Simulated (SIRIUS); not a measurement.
## W: equation of state with PBEsol

W:

```
W
1.0
    -1.58234    1.58234    1.58234
     1.58234   -1.58234    1.58234
     1.58234    1.58234   -1.58234
W
1
Cartesian
  0.0000 0.0000 0.0000
```

| Quantity | Value |
| --- | --- |
| Program | SIRIUS 7.12.0 |
| Task | equation of state |
| Functional | PBEsol |
| Potentials or basis | PseudoDojo 0.4.1 PBEsol standard (scalar relativistic) |
| Cutoff | 1030 eV |
| Density cutoff | 4119 eV |
| k mesh | 12 × 12 × 12 |
| Occupations | fermi-dirac, width 0.05 eV |
| Spin | no spin polarisation |

```yaml
Equilibrium_volume: 15.71 Å³/atom
Bulk_modulus: 317 GPa
Pressure_derivative_of_the_bulk_modulus: 3.8
```

Energy against volume, from the lowest point:
```tsv
volume (Å³/atom)	energy (meV/atom)
14.897	44.07
15.214	15.10
15.531	0.86
15.848	0.00
16.165	11.28
16.482	33.58
16.798	65.88
```

All runs of the series together: 62 s on 1 thread of Intel(R) Xeon(R) 6975P-C (Granite Rapids), with other jobs on the host.

The run has no spin-orbit coupling, so splittings on W are missing.
